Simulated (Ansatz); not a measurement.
Input, command and steps of an Ansatz relaxation.

```yaml
crystal:
  lattice:
    - [-1.7719359738, 1.7719359738, 3.9585205704]
    - [1.7719359738, -1.7719359738, 3.9585205704]
    - [1.7719359738, 1.7719359738, -3.9585205704]
  atoms:
    - { symbol: Ti, position: [0.0, 0.0, 0.0] }
    - { symbol: Al, position: [0.5, 0.5, 0.0] }
    - { symbol: Al, position: [0.75, 0.25, 0.5] }
    - { symbol: Al, position: [0.25, 0.75, 0.5] }
basis:
  ecutwfc: 420
kpoints:
  mp_grid: { grid: [16, 16, 16] }
hamiltonian:
  xc: pbe
scf:
  occupations: { method: gaussian, width: 0.1 }
output:
  forces: true
  stress: true
  eigenvalues: true
relax:
  adjacent_minimum: "off"
  f_tol: 0.008
  max_steps: 50
  cell: { stress_tol: 0.08, p_target: 50.0 }
```

```bash
ansatz run input.yaml --threads 1 --pin off --max-ram 2560MiB --backend cpu --events-out ev --progress --plain --runs-dir out
```

These are results of DFT PBE, scalar-relativistic, plane waves, PAW in Ansatz 0.2.0, not measurements.

Of 5 frames 5 are shown, positions in Å and forces in eV/Å; the SCF threshold varies from step to step. Steps run on the plane waves of an earlier cell, with a Pulay correction in the pressure. The basis is chosen afresh for the last frame, the zero of the energies, and at times for earlier ones too; energy and pressure step there, also at an unchanged geometry. The relaxation lowers the enthalpy F + PV at the target pressure, so the free energy itself can rise.

```xyz
4
Lattice="-1.7719 1.7719 3.9585 1.7719 -1.7719 3.9585 1.7719 1.7719 -3.9585" Properties=species:S:1:pos:R:3:forces:R:3 pbc="T T T" step=1 free_energy_over_end_meV_per_atom=-90.49 pressure_GPa=43.15
Ti    0.0000    0.0000    0.0000    0.0000    0.0000    0.0000
Al    0.0000    0.0000    3.9585    0.0000    0.0000    0.0000
Al    0.0000    1.7719    1.9793    0.0000    0.0000    0.0000
Al    1.7719    0.0000    1.9793    0.0000    0.0000    0.0000
4
Lattice="-1.7569 1.7569 3.9046 1.7569 -1.7569 3.9046 1.7569 1.7569 -3.9046" Properties=species:S:1:pos:R:3:forces:R:3 pbc="T T T" step=2 free_energy_over_end_meV_per_atom=20.43 pressure_GPa=51.50
Ti    0.0000    0.0000    0.0000    0.0000    0.0000    0.0000
Al    0.0000    0.0000    3.9046    0.0000    0.0000    0.0000
Al    0.0000    1.7569    1.9523    0.0000    0.0000    0.0000
Al    1.7569    0.0000    1.9523    0.0000    0.0000    0.0000
4
Lattice="-1.7579 1.7579 3.9218 1.7579 -1.7579 3.9218 1.7579 1.7579 -3.9218" Properties=species:S:1:pos:R:3:forces:R:3 pbc="T T T" step=3 free_energy_over_end_meV_per_atom=-0.85 pressure_GPa=49.94
Ti    0.0000    0.0000    0.0000    0.0000    0.0000    0.0000
Al    0.0000    0.0000    3.9218    0.0000    0.0000    0.0000
Al    0.0000    1.7579    1.9609    0.0000    0.0000    0.0000
Al    1.7579    0.0000    1.9609    0.0000    0.0000    0.0000
4
Lattice="-1.7576 1.7576 3.9226 1.7576 -1.7576 3.9226 1.7576 1.7576 -3.9226" Properties=species:S:1:pos:R:3:forces:R:3 pbc="T T T" step=4 free_energy_over_end_meV_per_atom=-0.12 pressure_GPa=49.99
Ti    0.0000    0.0000    0.0000    0.0000    0.0000    0.0000
Al    0.0000    0.0000    3.9226    0.0000    0.0000    0.0000
Al    0.0000    1.7576    1.9613    0.0000    0.0000    0.0000
Al    1.7576    0.0000    1.9613    0.0000    0.0000    0.0000
4
Lattice="-1.7576 1.7576 3.9226 1.7576 -1.7576 3.9226 1.7576 1.7576 -3.9226" Properties=species:S:1:pos:R:3:forces:R:3 pbc="T T T" step=5 free_energy_over_end_meV_per_atom=0.00 pressure_GPa=49.98
Ti    0.0000    0.0000    0.0000    0.0000    0.0000    0.0000
Al    0.0000    0.0000    3.9226    0.0000    0.0000    0.0000
Al    0.0000    1.7576    1.9613    0.0000    0.0000    0.0000
Al    1.7576    0.0000    1.9613    0.0000    0.0000    0.0000
```

It took 83 s on 1 thread of Arm Neoverse V2, with other jobs on the host, peak memory 0.53 GiB.